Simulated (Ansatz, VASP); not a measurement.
## B2P3 in VASP and in Ansatz

```xyz
5
Lattice="5.3243 0.0000 0.0000 -2.6622 4.6110 0.0000 0.0000 0.0000 2.9681" Properties=species:S:1:pos:R:3 pbc="T T T"
B     0.0000    3.0740    0.0000
B     2.6622    1.5370    0.0000
P     2.6622    0.0000    1.4840
P    -1.3311    2.3055    1.4840
P     1.3311    2.3055    1.4840
```

Alike in both runs: functional PBE; k mesh 12 × 12 × 12; occupations gaussian, width 0.1 eV; no spin polarisation.

Ansatz relaxed the structure, and its values are those at the end. VASP's run is a single point on that final structure, the one shown.

|  | VASP | Ansatz |
| --- | --- | --- |
| version | VASP 6.6.1 | Ansatz 0.2.0 |
| potentials or method | VASP PAW PBE potentials, release 64 (B, P) | scalar-relativistic, plane waves, PAW |
| plane-wave cutoff (eV) | 520 | 420 |
| valence electrons in the cell | 21 | 21 |

VASP gave:

| Property | Result |
| --- | --- |
| gap on the k mesh at the Fermi level (eV) | none |
| pressure (GPa) | -0.2 |

Question: Which values does Ansatz return?

Answer: gap on the k mesh at the Fermi level (eV): none; pressure (GPa): 0.0.

A gap of «none» marks a metal or a gap that the smearing closes. The functional is the same, so the differences come from potentials, cutoffs and numerics.
